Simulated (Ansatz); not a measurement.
Wurtzite CdS, relaxed with r2SCAN in Ansatz 0.2.0: space group P6_3mc (No. 186), hexagonal; conventional cell a = 4.165 Å, c = 6.766 Å, 25.41 Å³ an atom. Cd is surrounded by 4 S at 2.54–2.55 Å; S is surrounded by 4 Cd at 2.54–2.55 Å. It was then strained (isotropic on every length), atoms relaxed again within the symmetry left. Unstrained, HSE06 gives 2.190 eV (Γ, 6×6×4 mesh), and the band edges keep their places in every row. Stress is positive in compression. (Simulation; spin polarisation is off.)

Axes as in this cell:
```yaml
crystal:
  lattice:
    - [4.16460, 0.00000, 0.00000]
    - [-2.08230, 3.60665, 0.00000]
    - [0.00000, 0.00000, 6.76601]
  atoms:
    - { symbol: Cd, position: [0.33333, 0.66667, 0.99904] }
    - { symbol: Cd, position: [0.66667, 0.33333, 0.49904] }
    - { symbol: S, position: [0.33333, 0.66667, 0.37596] }
    - { symbol: S, position: [0.66667, 0.33333, 0.87596] }
```

| strain (%) | ln(V/V₀) | ΔE_g, HSE06 (eV) | Δpressure, r2SCAN (GPa) |
| --- | --- | --- | --- |
| -4.0 | -0.1225 | +0.306 | +9.69 |
| -2.0 | -0.0606 | +0.157 | +4.18 |
| -1.5 | -0.0453 | +0.118 | +3.02 |
| -1.0 | -0.0302 | +0.079 | +1.94 |
| +1.0 | +0.0299 | -0.080 | -1.68 |
| +2.0 | +0.0594 | -0.162 | -3.14 |

Q: Fit ΔE_g = a x + b x² to these rows by least squares, with x = ln(V/V₀).

A: The normal equations take Σx² = 2.607e-02, Σx³ = -1.945e-03, Σx⁴ = 2.570e-04, ΣxΔE = -6.675e-02 and Σx²ΔE = 4.840e-03, and give a = -2.65 eV, b = -1.3 eV; the largest residual is 0.001 eV. a is the volume deformation potential of this gap.

Q: Fit the change of pressure in the same way.

A: Δpressure = -60.9 x + (147) x² GPa. So B₀ = 60.9 GPa and B′ ≈ 2 × 147/60.9 = 4.8; two terms over so wide a range bias B₀ by a few per cent and B′ by more; the gap's pressure coefficient at zero is −a/B₀ = +44 meV/GPa, with HSE06's a and r2SCAN's B₀. With the axis ratios held, these aren't quite the hydrostatic values.

Q: Predict the withheld row at -3.0 % (x = -0.0914).

A: ΔE_g ≈ -2.65 × (-0.0914) + (-1.3) × (-0.0914)² = +0.231 eV, and Δpressure ≈ +6.79 GPa. The runs give +0.233 eV and +6.75 GPa, off by +0.002 eV and -0.04 GPa.

The runs are scalar-relativistic, without spin-orbit coupling.

The meshes of the hybrids are coarse, so their gaps aren't converged to the digits shown.
